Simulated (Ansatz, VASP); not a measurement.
Two plane-wave programs on AlRu

Contents of INCAR:

```
SYSTEM = AlRu
ALGO = Fast
EDIFF = 1E-7
ENCUT = 520
GGA = PS
ISIF = 2
ISMEAR = 0
LASPH = .True.
LCHARG = .False.
LREAL = .False.
LWAVE = .False.
NBANDS = 16
NELM = 80
PREC = Accurate
SIGMA = 0.15
```

The input KPOINTS:

```
k-points
0
Gamma
  18 18 18
  0 0 0
```

The input POSCAR:

```
AlRu
1.0
    3.3581265107      0.0000000000      0.0000000000
    0.0000000000      3.3581265107      0.0000000000
    0.0000000000      0.0000000000      2.3741954431
Al Ru
1 1
Direct
    0.0000000000      0.0000000000      0.0000000000
    0.5000000000      0.5000000000      0.5000000000
```

Input for Ansatz:

```yaml
crystal:
  lattice:
    - [3.3581265107, 0.0, 0.0]
    - [0.0, 3.3581265107, 0.0]
    - [0.0, 0.0, 2.3741954431]
  atoms:
    - { symbol: Al, position: [0.0, 0.0, 0.0] }
    - { symbol: Ru, position: [0.5, 0.5, 0.5] }
basis:
  ecutwfc: 420
kpoints:
  mp_grid: { grid: [18, 18, 18] }
hamiltonian:
  xc: pbesol
scf:
  occupations: { method: gaussian, width: 0.15 }
output:
  forces: true
  stress: true
  eigenvalues: true
```

Alike in both runs: task single point; functional PBEsol; k mesh 18 × 18 × 18; occupations gaussian, width 0.15 eV; no spin polarisation.

|  | VASP | Ansatz |
| --- | --- | --- |
| version | VASP 6.6.1 | Ansatz 0.2.0 |
| potentials or method | VASP PAW PBE potentials, release 64 (Al, Ru_pv) | scalar-relativistic, plane waves, PAW |
| plane-wave cutoff (eV) | 520 | 420 |
| valence electrons in the cell | 17 | 19 |

```tsv
	VASP	Ansatz	Ansatz less VASP
gap on the k mesh at the Fermi level (eV)	none	none	-
pressure (GPa)	17.3	17.1	-0.20
largest component of the traceless stress (GPa)	50.33	50.07	-0.264
```

A gap of «none» marks a metal or a gap that the smearing closes. The two sets of potentials don't hold the same shells in valence.

Caveats: so large a pressure means that the cell lies far from this level's equilibrium, or that cutoff or potentials fall short (VASP); the potentials were made for another functional, which shifts forces and pressure (VASP).
